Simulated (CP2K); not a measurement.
# Sb (I4/mmm) in CP2K: relaxation of cell and atoms with LDA

Aim: the relaxation of cell and atoms of Sb with LDA.

All numbers are computed with CP2K 2026.2; they aren't measurements. Logs are shortened: lines on timing, memory, paths and dates and some standing lists are left out, and cuts for length are marked.

## 1. The crystal as given

Symmetry: I4/mmm, No. 139, tetragonal system. The conventional cell has a = 3.153 Å, b = 3.153 Å, c = 5.424 Å, α = 90.00°, β = 90.00°, γ = 90.00°. Around Sb (site symmetry 4/mmm) lie 12 Sb at 3.15 to 3.51 Å.

This isn't the form of Sb at room conditions, which is rhombohedral.

## 2. Relaxation of cell and atoms, LDA

Input file sb_vcrelax.inp:

```
&GLOBAL
  PROJECT sb_vcrelax
  RUN_TYPE CELL_OPT
  PRINT_LEVEL LOW
&END GLOBAL
&FORCE_EVAL
  METHOD QS
  STRESS_TENSOR ANALYTICAL
  &DFT
    BASIS_SET_FILE_NAME BASIS_MOLOPT_UZH
    POTENTIAL_FILE_NAME GTH_POTENTIALS
    &MGRID
      CUTOFF 450
      REL_CUTOFF 60
      NGRIDS 5
    &END MGRID
    &QS
      METHOD GPW
      EPS_DEFAULT 1.0E-9
      EXTRAPOLATION USE_PREV_P
    &END QS
    &KPOINTS
      SCHEME MONKHORST-PACK 9 9 9
      GAMMA_CENTERED T
    &END KPOINTS
    &SCF
      SCF_GUESS ATOMIC
      EPS_SCF 1.0E-6
      MAX_SCF 100
      ADDED_MOS 8
      CHOLESKY OFF
      EPS_EIGVAL 1.0E-7
      &DIAGONALIZATION ON
        ALGORITHM STANDARD
      &END DIAGONALIZATION
      &MIXING ON
        METHOD BROYDEN_MIXING
        ALPHA 0.4
        BETA 1.5
        NBUFFER 8
      &END MIXING
      &SMEAR ON
        METHOD FERMI_DIRAC
        ELECTRONIC_TEMPERATURE 1160.45
      &END SMEAR
    &END SCF
    &XC
      &XC_FUNCTIONAL
        &LDA_X
        &END LDA_X
        &LDA_C_PW
        &END LDA_C_PW
      &END XC_FUNCTIONAL
    &END XC
    &PRINT
      &KPOINTS ON
      &END KPOINTS
      &MULLIKEN ON
        &EACH
          CELL_OPT 0
        &END EACH
        ADD_LAST NUMERIC
      &END MULLIKEN
      &MO ON
        ENERGIES T
        OCCUPATION_NUMBERS T
        &EACH
          QS_SCF 0
          CELL_OPT 0
        &END EACH
        ADD_LAST NUMERIC
      &END MO
    &END PRINT
  &END DFT
  &SUBSYS
    &CELL
      A 3.5107788243 0.0000000000 0.0000000000
      B 0.6789525278 3.4445016211 0.0000000000
      C -2.0948656760 -1.7222508106 2.2295645086
      PERIODIC XYZ
    &END CELL
    &COORD
      Sb  0.0000000000 0.0000000000 0.0000000000
    &END COORD
    &KIND Sb
      BASIS_SET TZVP-MOLOPT-PBE-GTH-q5
      POTENTIAL GTH-PADE-q5
    &END KIND
    &PRINT
      &ATOMIC_COORDINATES ON
      &END ATOMIC_COORDINATES
      &CELL ON
      &END CELL
    &END PRINT
  &END SUBSYS
  &PRINT
    &FORCES ON
    &END FORCES
    &STRESS_TENSOR ON
    &END STRESS_TENSOR
  &END PRINT
&END FORCE_EVAL
&MOTION
  &CELL_OPT
    OPTIMIZER BFGS
    MAX_ITER 40
    MAX_FORCE [eV*angstrom^-1] 0.03
    RMS_FORCE [eV*angstrom^-1] 0.03
    MAX_DR 1.0E-2
    RMS_DR 1.0E-2
    EXTERNAL_PRESSURE [bar] 0.0
    PRESSURE_TOLERANCE [bar] 200
    KEEP_SPACE_GROUP T
  &END CELL_OPT
  &PRINT
    &TRAJECTORY ON
    &END TRAJECTORY
    &CELL ON
    &END CELL
    &FORCES ON
    &END FORCES
    &STRESS ON
    &END STRESS
    &RESTART OFF
    &END RESTART
    &RESTART_HISTORY OFF
    &END RESTART_HISTORY
  &END PRINT
&END MOTION
```

Potentials or basis: GTH_POTENTIALS Sb GTH-PADE-q5; TZVP-MOLOPT-PBE-GTH basis.

The run is started by

```sh
$ OMP_NUM_THREADS=1 cp2k.psmp -i sb_vcrelax.inp -o sb_vcrelax.out
```

sb_vcrelax.out:

```text

 CP2K| version string:                                       CP2K version 2026.2
 CP2K| Input file name                                            sb_vcrelax.inp

 GLOBAL| Force Environment number                                              1
 GLOBAL| Basis set file name                                    BASIS_MOLOPT_UZH
 GLOBAL| Potential file name                                      GTH_POTENTIALS
 GLOBAL| MM Potential file name                                     MM_POTENTIAL
 GLOBAL| Coordinate file name                                      __STD_INPUT__
 GLOBAL| Method name                                                        CP2K
 GLOBAL| Project name                                                 sb_vcrelax
 GLOBAL| Run type                                                       CELL_OPT
 GLOBAL| FFT library                                                       FFTW3
 GLOBAL| Diagonalization library                                       ScaLAPACK
[... 5 lines left out ...]
 GLOBAL| Total number of message passing processes                             1
 GLOBAL| Number of threads for this process                                    1
 GLOBAL| CPU model name                          AMD EPYC 9R45 96-Core Processor

 CELL| Volume [angstrom^3]:                                            26.961864
 CELL| Vector a [angstrom]:       3.511     0.000     0.000   |a| =     3.510779
 CELL| Vector b [angstrom]:       0.679     3.445     0.000   |b| =     3.510779
 CELL| Vector c [angstrom]:      -2.095    -1.722     2.230   |c| =     3.510779
 CELL| Angle (b,c), alpha [degree]:                                   126.633590
 CELL| Angle (a,c), beta  [degree]:                                   126.633590
 CELL| Angle (a,b), gamma [degree]:                                    78.849263
 CELL| Numerically orthorhombic:                                              NO
 CELL| Periodicity                                                           XYZ

 CELL_REF| Volume [angstrom^3]:                                        26.961864
 CELL_REF| Vector a [angstrom     3.511     0.000     0.000   |a| =     3.510779
 CELL_REF| Vector b [angstrom     0.679     3.445     0.000   |b| =     3.510779
 CELL_REF| Vector c [angstrom    -2.095    -1.722     2.230   |c| =     3.510779
 CELL_REF| Angle (b,c), alpha [degree]:                               126.633590
 CELL_REF| Angle (a,c), beta  [degree]:                               126.633590
 CELL_REF| Angle (a,b), gamma [degree]:                                78.849263
 CELL_REF| Numerically orthorhombic:                                          NO
 CELL_REF| Periodicity                                                       XYZ
[... 9 lines left out ...]
 TOTAL NUMBERS AND MAXIMUM NUMBERS

  Total number of            - Atomic kinds:                                   1
                             - Atoms:                                          1
                             - Shell sets:                                     1
                             - Shells:                                         7
                             - Primitive Cartesian functions:                  4
                             - Cartesian basis functions:                     18
                             - Spherical basis functions:                     17

  Maximum angular momentum of- Orbital basis functions:                        2
                             - Local part of the GTH pseudopotential:          0
                             - Non-local part of the GTH pseudopotential:      4

 MODULE QUICKSTEP: ATOMIC COORDINATES IN ANGSTROM

   Atom Kind Element         X             Y             Z       Z(eff)     Mass
      1    1 Sb   51      0.000000      0.000000      0.000000   5.0000 121.7600

 SCF PARAMETERS         Density guess:                                    ATOMIC
                        --------------------------------------------------------
                        max_scf:                                             100
[... 7 lines left out ...]
                        --------------------------------------------------------
                        level_shift [a.u.]:                             0.000000
                        added MOs                                         8    0
                        --------------------------------------------------------
                        Mixing method:                            BROYDEN_MIXING
                                                charge density mixing in g-space
                        --------------------------------------------------------
                        Smear method:                                FERMI_DIRAC
                        Electronic temperature [K]:                       1160.5
                        Electronic temperature [a.u.]:                  3.67E-03
                        Accuracy threshold:                             1.00E-10
[... 115 lines left out ...]
     5 Broy./Diag. 0.40E+00    0.6     0.00128159        -5.5968610004  4.43E-03
     6 Broy./Diag. 0.40E+00    0.6     0.00020639        -5.5965224969  3.39E-04
     7 Broy./Diag. 0.40E+00    0.6     0.00003232        -5.5965341287 -1.16E-05
     8 Broy./Diag. 0.40E+00    0.6     0.00002839        -5.5965726193 -3.85E-05
     9 Broy./Diag. 0.40E+00    0.6     0.00000276        -5.5965755993 -2.98E-06
    10 Broy./Diag. 0.40E+00    0.6     0.00000393        -5.5965784154 -2.82E-06
    11 Broy./Diag. 0.40E+00    0.6     0.00000071        -5.5965788961 -4.81E-07
[... 162 lines left out ...]
 OPT| Scaling factor                                                0.0000000000
 OPT| Step size                                                     0.0026154120
 OPT| Trust radius                                                  0.4724315332
 OPT| Decrease in energy                                                     YES
 OPT|
 OPT| Maximum step size                                             0.0026154120
 OPT| Convergence limit for maximum step size                       0.0100000000
 OPT| Maximum step size is converged                                         YES
 OPT|
 OPT| RMS step size                                                 0.0010224545
 OPT| Convergence limit for RMS step size                           0.0100000000
 OPT| RMS step size is converged                                             YES
 OPT|
 OPT| Maximum gradient                                              0.0025126004
 OPT| Convergence limit for maximum gradient                        0.0005834072
 OPT| Maximum gradient is converged                                           NO
 OPT|
 OPT| RMS gradient                                                  0.0009803570
 OPT| Convergence limit for RMS gradient                            0.0005834072
 OPT| RMS gradient is converged                                               NO
 OPT|
 OPT| Pressure deviation [bar]                                 -11905.6221840347
 OPT| Pressure tolerance [bar]                                    200.0000000000
 OPT| Pressure is converged                                                   NO
 OPT| **************************************************************************
[... 519 lines left out ...]
 Number of orbital functions:                                                 17
 Number of independent orbital functions:                                     17

 [... 3 further force evaluations ...]

 SCF WAVEFUNCTION OPTIMIZATION

  Step     Update method      Time    Convergence         Total energy    Change
  ------------------------------------------------------------------------------
     1 Broy./Diag. 0.40E+00    0.5     0.06987599        -5.5965990032 -5.60E+00
     2 Broy./Diag. 0.40E+00    0.6     0.00014745        -5.5965495317  4.95E-05
     3 Broy./Diag. 0.40E+00    0.6     0.00048927        -5.5960728205  4.77E-04
     4 Broy./Diag. 0.40E+00    0.6     0.00015246        -5.5965551016 -4.82E-04
     5 Broy./Diag. 0.40E+00    0.6     0.00002374        -5.5966567332 -1.02E-04
     6 Broy./Diag. 0.40E+00    0.6     0.00002931        -5.5967028607 -4.61E-05
     7 Broy./Diag. 0.40E+00    0.6     0.00000353        -5.5967140838 -1.12E-05
     8 Broy./Diag. 0.40E+00    0.6     0.00000306        -5.5967193196 -5.24E-06
     9 Broy./Diag. 0.40E+00    0.6     0.00000015        -5.5967203227 -1.00E-06
[... 446 lines left out ...]
 OPT|
 OPT| RMS step size                                                 0.0005546228
 OPT| Convergence limit for RMS step size                           0.0100000000
 OPT| RMS step size is converged                                             YES
 OPT|
 OPT| Maximum gradient                                              0.0000009172
 OPT| Convergence limit for maximum gradient                        0.0005834072
 OPT| Maximum gradient is converged                                          YES
 OPT|
 OPT| RMS gradient                                                  0.0000005153
 OPT| Convergence limit for RMS gradient                            0.0005834072
 OPT| RMS gradient is converged                                              YES
 OPT|
 OPT| Pressure deviation [bar]                                      8.4582991452
 OPT| Pressure tolerance [bar]                                    200.0000000000
 OPT| Pressure is converged                                                  YES
 OPT| **************************************************************************

 *******************************************************************************
 ***                    GEOMETRY OPTIMIZATION COMPLETED                      ***
 *******************************************************************************

 write_final_structure: Optimization converged, writing XYZ file gladly:
  sb_vcrelax-FINAL-1_12.xyz

 write_final_structure: Optimization converged, writing CIF file gladly:
  sb_vcrelax-FINAL-1_12.cif

 write_final_structure: Done!

                    Reevaluating energy at the minimum

 CELL| Volume [angstrom^3]:                                            26.682731
 CELL| Vector a [angstrom]:       3.565     0.000     0.000   |a| =     3.565275
 CELL| Vector b [angstrom]:       0.783     3.479     0.000   |b| =     3.566329
 CELL| Vector c [angstrom]:      -2.095    -1.722     2.151   |c| =     3.461487
 CELL| Angle (b,c), alpha [degree]:                                   128.194176
 CELL| Angle (a,c), beta  [degree]:                                   127.244193
 CELL| Angle (a,b), gamma [degree]:                                    77.310417
 CELL| Numerically orthorhombic:                                              NO
 CELL| Periodicity                                                           XYZ
[... 257 lines left out ...]
 MO|  Index      Eigenvalue [a.u.]        Eigenvalue [eV]             Occupation
 MO|      1              -0.052373              -1.425150               2.000000
 MO|      2               0.078588               2.138494               2.000000
 MO|      3               0.161415               4.392316               2.000000
 MO|      4               0.257838               7.016124               0.000503
 MO|      5               0.452500              12.313138               0.000000
 MO|      6               0.564473              15.360102               0.000000
 MO|      7               0.748211              20.359855               0.000000
 MO|      8               0.868819              23.641768               0.000000
 MO|      9               1.069035              29.089915               0.000000
 MO|     10               1.132242              30.809863               0.000000
 MO|     11               1.253573              34.111449               0.000000
 MO| Sum:                                                               6.000503
 MO| E(Fermi):            0.227380 a.u.          6.187326 eV

 [... the levels of further k-points ...]

 !-----------------------------------------------------------------------------!
                     Mulliken Population Analysis

 #  Atom  Element  Kind  Atomic population                           Net charge
       1     Sb       1          5.000000                              0.000000
 # Total charge                              5.000000                  0.000000

 !-----------------------------------------------------------------------------!

 ENERGY| Total FORCE_EVAL ( QS ) energy [hartree]             -5.596719891046471
```

It took 74 s on 1 thread of AMD EPYC 9R45 (Zen 5), shared host; peak memory 0.28 GiB.

Results:

* Free energy: -152.2945 eV
* Energy gained by relaxing: 3.8 meV/atom
* Ionic steps: 14
* Pressure after relaxing: 0.0 GPa
* Band gap on the k mesh: none (metal or under the smearing width)

Stress tensor (GPa, compression positive):
```
-0.05 -0.04 -0.66
-0.04  0.24  1.24
-0.66  1.24 -0.20
```

The path:
| step | energy change (eV) | largest force (eV/Å) | volume (Å³) |
| --- | --- | --- | --- |
| 1 | 0.0000 | 0.0000 | 26.96 |
| 2 | -0.0003 | 0.0000 | 26.94 |
| 3 | -0.0030 | 0.0000 | 26.36 |
| 4 | -0.0030 | 0.0000 | 26.39 |
| 5 | -0.0031 | 0.0000 | 26.41 |
| 6 | -0.0031 | 0.0000 | 26.47 |
| 7 | -0.0033 | 0.0000 | 26.55 |
| 8 | -0.0036 | 0.0000 | 26.66 |
| 9 | -0.0038 | 0.0000 | 26.74 |
| 10 | -0.0039 | 0.0000 | 26.75 |
| 11 | -0.0038 | 0.0000 | 26.72 |
| 12 | -0.0038 | 0.0000 | 26.69 |
| 13 | -0.0038 | 0.0000 | 26.68 |
| 14 | -0.0038 | 0.0000 | 26.68 |

Caveat: more than 0.5 GPa of stress was left at the end, so the final cell isn't listed; the basis of atomic orbitals isn't converged, which shifts pressures, moduli and gaps. The run has no spin-orbit coupling, so splittings on Sb are missing.
